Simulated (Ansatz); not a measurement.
KF built on the CsCl prototype, relaxed with r2SCAN in Ansatz 0.2.0. It is cubic, Pm-3m (No. 221); conventional cell a = 3.179 Å, 16.06 Å³ an atom. K has 8 F at 2.75 Å; F has 8 K at 2.75 Å.

The axes x, y and z are those of this cell:
```xyz
2
Lattice="3.1789 0.0000 0.0000 0.0000 3.1789 0.0000 0.0000 0.0000 3.1789" Properties=species:S:1:pos:R:3 pbc="T T T"
K     0.0000    0.0000    0.0000
F     1.5894    1.5894    1.5894
```

Unstrained: The PBE gap is indirect, 6.816 eV (M to Γ), below the direct gap of 6.852 eV at Γ. The r2SCAN gap is indirect, 7.724 eV (M to Γ), below the direct gap of 7.755 eV at Γ. The HSE06 gap is indirect, 8.918 eV (M to Γ), below the direct gap of 8.948 eV at Γ. Meshes: PBE 8×8×8, r2SCAN 8×8×8, HSE06 6×6×6. Strains are changes of length per length. After each strain the atoms were relaxed again with r2SCAN within the symmetry that the strain leaves, so tilts or polar shifts that break it weren't tested; points keep the names that they have in the unstrained zone. No spin polarisation. The prototype was imposed, so other structures may be more stable.

Q: Estimate what uniaxial -5.89 % along x, other directions held does to the gap.

A: PBE: the gap goes from 6.816 to 7.116 eV (+0.300 eV). r2SCAN: the gap goes from 7.724 to 8.052 eV (+0.328 eV). HSE06: the gap goes from 8.918 to 9.259 eV (+0.341 eV). The r2SCAN energy rises by 20.3 meV an atom.

Q: Estimate what uniaxial +0.75 % along [111], other directions held does to the gap.

A: PBE: the gap goes from 6.816 to 6.758 eV (-0.058 eV). r2SCAN: the gap goes from 7.724 to 7.664 eV (-0.060 eV). HSE06: the gap goes from 8.918 to 8.857 eV (-0.061 eV). The r2SCAN energy rises by 0.1 meV an atom.

The meshes of the hybrids are coarse, so their gaps aren't converged to the digits shown.
